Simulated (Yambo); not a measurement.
**GaP in Yambo: convergence with screening block**

The system is GaP.

```xyz
2
Lattice="0.0000 2.7252 2.7252 2.7252 0.0000 2.7252 2.7252 2.7252 0.0000" Properties=species:S:1:pos:R:3 pbc="T T T"
Ga    0.0000    0.0000    0.0000
P     4.0879    4.0879    4.0879
```

- Program: Yambo 5.3.0
- Task: G0W0 quasiparticle levels
- Functional: LDA
- Potentials or basis: PseudoDojo 0.4.1 SR LDA standard
- Cutoff: 1088 eV
- Density cutoff: 4354 eV
- k mesh: 4 × 4 × 4
- Occupations: fixed
- Spin: no spin polarisation
- k mesh of the self-consistent run: 8 × 8 × 8
- Form of the LDA: PW92
- Random integration of the Coulomb term: yes
- Direction of the field or of q to 0: x + y + z
- Broadening: 0.1 eV
- States corrected: Γ and the k points of the band edges
- Frequency dependence of W: plasmon pole
- Terminator of the band sum in the self-energy: none
- Quasiparticle equation: linearised (Newton)
- Imaginary frequency of the plasmon-pole fit: 27.2114 eV
- Bands in the response: 129
- Bands in the self-energy: 129
- Cutoff of the response matrix: 1 Ry
- Cutoff of exchange and Vxc: 80 Ry
- Bands corrected (first, last): [7, 10]

These are the settings of the first run; the series varies screening block, with any setting tied to it.

Hardware: 1 thread of Arm Neoverse V1, with other jobs on the host.

**Question.** The values tried are 1 Ry, 2 Ry, 3 Ry, 5 Ry, 7 Ry, 10 Ry, loosest first. From which on does the quasiparticle gap at the points computed stay within 0.05 eV of the tightest run that finished?

**Answer.** From 7 Ry on.

| screening block | quasiparticle gap at the points computed (eV) | peak memory (GiB) |
| --- | --- | --- |
| 1 Ry | 2.164 | 0.47 |
| 2 Ry | 2.099 | 0.46 |
| 3 Ry | 2.179 | 0.46 |
| 5 Ry | 2.221 | 0.46 |
| 7 Ry | 2.243 | 0.46 |
| 10 Ry | 2.289 | 0.46 |

The tightest run that finished is the yardstick and may itself not be fully converged.

Caveat, for the tightest run too: the k mesh is coarse (spacing up to 0.50 Å⁻¹), so the values aren't converged; the potentials hold a filled d shell without the s and p states of that shell, which can shift GW gaps by tenths of an eV, either way; this version prints the column dSc/dw multiplied by 27.2.
